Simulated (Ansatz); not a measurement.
TaN — ¹⁸¹Ta nuclear quadrupole resonance

Cell: a COD entry, whose atoms a relaxation with PBE at fixed cell left in place.

Space group P6/mmm (No. 191); a = 5.1850, c = 2.9080 Å, γ = 120.00°.

```csv
site,Wyckoff,site symmetry,x,y,z
Ta1,1a,6/mmm,0.0000,0.0000,0.0000
Ta2,2d,-6m2,0.3333,0.6667,0.5000
N,3f,mmm,0.5000,0.0000,0.0000
```

One atom of each set is listed.

Level of theory: DFT, PBE, plane waves and PAW (field gradients read without the response of the frozen cores, which leaves them typically 4 to 6 % off), scalar-relativistic, collinear spin, 420 eV cutoff, Γ-centred 6×6×10 k-points, Fermi–Dirac smearing 0.02 eV (Ansatz 0.2.0). Start moments as typed (μB): 2 on each Ta, none on the rest.

¹⁸¹Ta: I = 7/2, Q = 3170 mb (year-2017 value). Static lattice, zero field.

**Question.** At which frequencies do the ¹⁸¹Ta NQR lines lie?

**Answer.** For I = 7/2 and η = 0 the lines are |C_Q|/14 times 1, 2 and 3; η shifts the lowest up most.

```json
{"site": "Ta1", "atoms": "1", "V_zz (10²¹ V/m²)": "-38.8", "C_Q (MHz)": "-2971", "η": "0.00", "line frequencies (MHz)": "212.2, 424.5, 636.7"}
{"site": "Ta2", "atoms": "2", "V_zz (10²¹ V/m²)": "-36.1", "C_Q (MHz)": "-2767", "η": "0.00", "line frequencies (MHz)": "197.7, 395.4, 593.0"}
```

An axis of threefold or higher order runs through Ta1 and Ta2, so V_zz lies along it and η is zero.

At this cell the PBE pressure is 10 GPa, so with PBE the cell would grow if it were relaxed. The entry's cell may itself be off. The run finds no gap above 0.1 eV (a metal, or nearly one), so the gradients can move by 10 % or more with the k-mesh. Without spin–orbit coupling the gradients at and beside Ta can be off by some per cent, at some sites by more. The start moments die out, and the run ends without spin.
